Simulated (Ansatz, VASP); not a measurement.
# One calculation of I, two programs

```
I
1.0
     0.00000    2.51491    2.51491
     2.51491    0.00000    2.51491
     2.51491    2.51491    0.00000
I
1
Direct
  0.00000 0.00000 0.00000
```

Alike in both runs: functional PBEsol; k mesh 14 × 14 × 14; occupations fermi-dirac, width 0.05 eV; no spin polarisation.

Ansatz relaxed the structure, and its values are those at the end. VASP's run is a single point on that final structure, the one shown.

|  | VASP | Ansatz |
| --- | --- | --- |
| version | VASP 6.6.1 | Ansatz 0.2.0 |
| potentials or method | VASP PAW PBE potentials, release 64 (I) | PAW with Ansatz's default frozen-core files, scalar-relativistic |
| plane-wave cutoff (eV) | 520 | 420 |
| valence electrons in the cell | 7 | 17 |

|  | VASP | Ansatz | Ansatz less VASP |
| --- | --- | --- | --- |
| pressure (GPa) | 0.0 | 0.0 | +0.02 |

With one functional, cell and mesh, what is left measures potentials, basis and numerics. The two sets of potentials don't hold the same shells in valence.

Caveats: the PAW data sets were made with another functional, which shifts forces and pressure a little (VASP); an odd number of electrons without spin polarisation forces a metal; a magnetic or distorted state may lie lower. Spin-orbit coupling is left out, which matters for the levels of I.
